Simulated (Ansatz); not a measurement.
**SnTe (puckered monolayer (GeS type)): converging the G0W0 gap**

Aim: see how the G0W0 gap of SnTe (puckered monolayer (GeS type)) on PBE moves with empty bands and screening cutoff, and what each rung costs.

Program: Ansatz 0.2.0. Level of theory: G0W0 on PBE, plane waves, PAW. Results are calculated unless marked as measured.

Most raw output is cut from this account.

**1. Set-up**

The cell holds 4 atoms: 2 Sn and 2 Te. Its edges and angles: a = 4.559 Å, b = 4.562 Å, c = 29.500 Å, α = 90.0°, β = 90.0°, γ = 90.0°. Vacuum lies along c.

The structure was relaxed with PBE. The runs that relaxed it are not among those shown. Spin-orbit coupling is left out unless a step names it. The default PAW set here is soft_2. Its files were made with PBE. The Coulomb interaction is cut off across the vacuum.

**2. 264 empty bands, screening to 33 eV**

G0W0 replaces the xc potential by the self-energy, built once from these orbitals. Only a window of levels is corrected, while the sums run over the empty bands that the input names.

input.yaml reads:

```yaml
crystal:
  lattice:
    - [4.5594486497, 0.0, 0.0]
    - [0.0, 4.5616783254, 0.0]
    - [0.0, 0.0, 29.5]
  atoms:
    - { symbol: Sn, position: [0.0553144511, 0.0, 0.5452180727] }
    - { symbol: Te, position: [0.5446855489, 0.5, 0.5535172982] }
    - { symbol: Sn, position: [0.5553144511, 0.5, 0.4547819273] }
    - { symbol: Te, position: [0.0446855489, 0.0, 0.4464827018] }
  periodic: [true, true, false]
kpoints:
  mp_grid: { grid: [6, 6, 1] }
hamiltonian:
  xc: pbe
scf:
  occupations: { method: fixed }
gw:
  n_empty_bands: 264
  ecut_chi: 33.0
  qp_bands: [v2, c2]
  qp_kpoints: band_edges
  screening: { model: contour_deformation }
```

Started as:

```bash
$ ansatz run input.yaml --threads 3 --pin off --max-ram 92160MiB --backend cuda --events-out ev --progress --plain --runs-dir out --devices 1 --max-vram 13GiB
```

Run time: 53 s. Hardware: 1 × NVIDIA H100 80GB HBM3 (shared by 6 runs) with 3 threads of AMD EPYC 7R13 (Zen 3), shared host; peak memory 2.3 GiB; 78 s of CPU time.

This step gave:

| Item | Value |
| --- | --- |
| bands summed | 294 |
| plane waves in the screening matrix | 247 |
| q-points in the mesh | 36 |
| G0W0 gap on the mesh | 1.455 eV |
| k of the valence top | 0.3333, 0, 0 |
| k of the conduction bottom | 0.3333, 0.1667, 0 |
| starting gap on the mesh | 1.211 eV |
| Z at the valence top | 0.7053 |
| Z at the conduction bottom | 0.7081 |
| least direct G0W0 gap on the computed points | 1.582 eV |

The gap on the mesh goes from 1.21 eV to 1.45 eV, a correction of +0.24 eV. Between the two edge states, bare exchange in place of the xc potential would open the gap by 3.64 eV, and correlation takes back 3.39 eV.

**3. 747 empty bands, screening to 66 eV**

Another rung: the empty bands reach about as high as the screening cutoff, so the two stay in balance.

Changes to input.yaml since step 2:

```diff
@@ -18,4 +18,4 @@
 gw:
-  n_empty_bands: 264
-  ecut_chi: 33.0
+  n_empty_bands: 747
+  ecut_chi: 66.0
   qp_bands: [v2, c2]
```

The job ended after 2.1 min (1 × NVIDIA H100 80GB HBM3 (shared by 6 runs) with 3 threads; peak memory 5.2 GiB; 3.4 min of CPU time).

This step gave:

```
bands summed                                 : 777
plane waves in the screening matrix          : 731
q-points in the mesh                         : 36
G0W0 gap on the mesh                         : 1.551 eV
k of the valence top                         : 0.3333, 0, 0
k of the conduction bottom                   : 0.3333, 0.1667, 0
starting gap on the mesh                     : 1.211 eV
Z at the valence top                         : 0.7011
Z at the conduction bottom                   : 0.7055
least direct G0W0 gap on the computed points : 1.681 eV
```

Against the run with 6×6×1 mesh, 264 empty bands, screening to 33 eV, the gap moves by +0.10 eV.

**4. 1607 empty bands, screening to 110 eV**

Changes to input.yaml since step 3:

```diff
@@ -17,5 +17,6 @@
   occupations: { method: fixed }
+  convergence: { dr2_threshold: 1.0e-10 }
 gw:
-  n_empty_bands: 747
-  ecut_chi: 66.0
+  n_empty_bands: 1607
+  ecut_chi: 110.0
   qp_bands: [v2, c2]
```

Run time: 5.3 min. Hardware: 1 × NVIDIA H100 80GB HBM3 (shared by 6 runs) with 3 threads; peak memory 12 GiB; 8.3 min of CPU time.

Numbers from this step:

| Quantity | Value |
| --- | --- |
| bands summed | 1637 |
| plane waves in the screening matrix | 1591 |
| G0W0 gap on the mesh | 1.605 eV |
| k of the valence top | 0.3333, 0, 0 |
| k of the conduction bottom | 0.3333, 0.1667, 0 |
| starting gap on the mesh | 1.211 eV |
| least direct G0W0 gap on the computed points | 1.731 eV |

Against the run with 6×6×1 mesh, 747 empty bands, screening to 66 eV, the gap moves by +0.05 eV.

**5. Changing the k mesh: 4×4×1 mesh, 747 empty bands, screening to 66 eV**

Only the mesh changes. It samples the long-range screening, which converges on its own terms. Bands and cutoff differ from the step before, so it is read against an earlier run that matches them.

Changes to input.yaml since step 4:

```diff
@@ -12,3 +12,3 @@
 kpoints:
-  mp_grid: { grid: [6, 6, 1] }
+  mp_grid: { grid: [4, 4, 1] }
 hamiltonian:
@@ -17,6 +17,5 @@
   occupations: { method: fixed }
-  convergence: { dr2_threshold: 1.0e-10 }
 gw:
-  n_empty_bands: 1607
-  ecut_chi: 110.0
+  n_empty_bands: 747
+  ecut_chi: 66.0
   qp_bands: [v2, c2]
```

It took 46 s on 1 × NVIDIA H100 80GB HBM3 (shared by 6 runs) with 3 threads; peak memory 3.4 GiB; 72 s of CPU time.

This step gave:

```yaml
bands_summed: 777
plane_waves_in_the_screening_matrix: 731
g0w0_gap_on_the_mesh: 1.843 eV
k_of_the_valence_top: 0.25, 0.25, 0
k_of_the_conduction_bottom: 0, -0.5, 0
starting_gap_on_the_mesh: 1.476 eV
least_direct_g0w0_gap_on_the_computed_points: 1.851 eV
```

Against the run with 6×6×1 mesh, 747 empty bands, screening to 66 eV, the gap moves by +0.29 eV, while the start moved by +0.26 eV. A band edge is found at another k point on this mesh.

**6. Changing the k mesh: 2×2×1 mesh, 747 empty bands, screening to 66 eV**

Changes to input.yaml since step 5:

```diff
@@ -12,3 +12,3 @@
 kpoints:
-  mp_grid: { grid: [4, 4, 1] }
+  mp_grid: { grid: [2, 2, 1] }
 hamiltonian:
```

Run time: 19 s. Hardware: 1 × NVIDIA H100 80GB HBM3 (shared by 6 runs) with 3 threads; peak memory 2.4 GiB; 20 s of CPU time.

Numbers from this step:

- bands summed: 777
- plane waves in the screening matrix: 731
- G0W0 gap on the mesh: 1.450 eV
- k of the valence top: 0, -0.5, 0
- k of the conduction bottom: 0, -0.5, 0
- starting gap on the mesh: 1.467 eV
- least direct G0W0 gap on the computed points: 1.450 eV

Against the run with 4×4×1 mesh, 747 empty bands, screening to 66 eV, the gap moves by −0.39 eV. A band edge is found at another k point on this mesh.

**7. Side by side**

Times are wall times on 1 × NVIDIA H100 80GB HBM3 (shared by 6 runs) with 3 threads of AMD EPYC 7R13 (Zen 3), shared host, good to a factor of about two.

| mesh | files | frequency | bands summed | cutoff (eV) | start (eV) | G0W0 (eV) | time | host memory (GiB) |
| --- | --- | --- | --- | --- | --- | --- | --- | --- |
| 6×6×1 | default PAW | contour deformation | 294 | 33 | 1.211 | 1.455 | 53 s | 2.3 |
| 6×6×1 | default PAW | contour deformation | 777 | 66 | 1.211 | 1.551 | 2.1 min | 5.2 |
| 6×6×1 | default PAW | contour deformation | 1637 | 110 | 1.211 | 1.605 | 5.3 min | 12 |
| 4×4×1 | default PAW | contour deformation | 777 | 66 | 1.476 | 1.843 | 46 s | 3.4 |
| 2×2×1 | default PAW | contour deformation | 777 | 66 | 1.467 | 1.450 | 19 s | 2.4 |

How the two edges are built up, in eV (the quasiparticle level is the starting level plus Σx plus Σc less Vxc):

| run | edge | start | Σx | Σc | Vxc | Z | QP |
| --- | --- | --- | --- | --- | --- | --- | --- |
| 294 bands | valence top | -4.39 | -14.16 | 0.61 | -13.74 | 0.71 | -4.21 |
| 294 bands | conduction bottom | -3.18 | -8.41 | -2.79 | -11.62 | 0.71 | -2.75 |
| 777 bands | valence top | -4.39 | -14.16 | 0.24 | -13.74 | 0.70 | -4.57 |
| 777 bands | conduction bottom | -3.18 | -8.41 | -3.06 | -11.62 | 0.71 | -3.02 |
| 1637 bands | valence top | -4.39 | -14.16 | 0.04 | -13.74 | 0.70 | -4.77 |
| 1637 bands | conduction bottom | -3.18 | -8.41 | -3.20 | -11.62 | 0.70 | -3.17 |

**8. Results**

- 294 bands, 33 eV: 1.455 eV
- 777 bands, 66 eV: 1.551 eV
- 1637 bands, 110 eV: 1.605 eV
- estimated limit in bands and cutoff: 1.65 eV
- mesh and start: 6×6×1, PBE

A line in one over the bands through the two highest rungs gives 1.65 eV, +0.05 eV from the top rung; the pair below gives 1.61 eV, so the estimate is still climbing. The rungs stand 0.20 eV (294 bands), 0.10 eV (777 bands) and 0.05 eV (1637 bands) from it. From 294 to 1637 bands the gap moves by +0.15 eV while the time grows 6.1-fold. Σc changes by −0.56 eV at the valence top and −0.41 eV at the conduction bottom, so the levels themselves move more than the gap between them. On the 4×4×1 mesh in place of 6×6×1 the gap differs by +0.29 eV, of which +0.26 eV is already in the start. On the 2×2×1 mesh in place of 6×6×1 the gap differs by −0.10 eV, of which +0.26 eV is already in the start. The cheapest rung within 0.1 eV of this estimate is that with 1637 bands (5.3 min). The 6×6×1 mesh misses a band edge: over a band path and its finer mesh (run apart) the PBE gap is 0.72 eV, so the G0W0 gap over the zone may lie about 0.49 eV below its value on the mesh. The mesh in the plane is coarse for a sheet; gap and any exciton binding can still move on denser ones. The many-body steps are scalar-relativistic: spin-orbit coupling is not in them.

[Paths, hosts, dates, memory and timing lines, banners, echoed tables and standing remarks are left out of the program output.]

[Logs are printed without paths, hosts, clocks, repeated set-up lines and the standing remarks that a program may print on its own settings, such as how far it seeks lower states.]

[Runs of the session that timed out or met a known fault of the program may be left out.]

[Cells called generated may have been cut or substituted from an entry of the Crystallography Open Database or the Materials Project.]

[Hosts, paths, dates, database ids (printed as entryN), source tags and the programs' standing remarks are cut or masked in the printed files.]
